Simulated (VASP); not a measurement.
Li$_{2}$O (antifluorite): the bulk modulus from VASP (plane waves, PAW) at several levels of theory. Static lattice, third-order Birch-Murnaghan fit over five volumes.

```csv
level,bulk modulus (GPa)
LDA,93.7
PBE,80.7
PBEsol,83.6
RPBE,75.1
AM05,80.1
PBE-D3(BJ),91.2
PBE-D4,83.7
optB88-vdW,82.5
rev-vdW-DF2,81.6
revTPSS,79.0
SCAN,89.2
r2SCAN,92.6
```

The cell of the LDA run:

```xyz
3
Lattice="0.0000 2.2500 2.2500 2.2500 0.0000 2.2500 2.2500 2.2500 0.0000" Properties=species:S:1:pos:R:3 pbc="T T T"
Li     1.1250     1.1250     1.1250
Li     3.3750     3.3750     3.3750
O      0.0000     0.0000     0.0000
```

Only levels that ran to the end are used. Left out are those held back, those with too coarse a band path, GW runs whose mesh misses a band edge, hybrids' fits of cells that aren't cubic and levels without matching references; a question may draw on a part of the rest.

The compound is Li2O in the antifluorite structure.
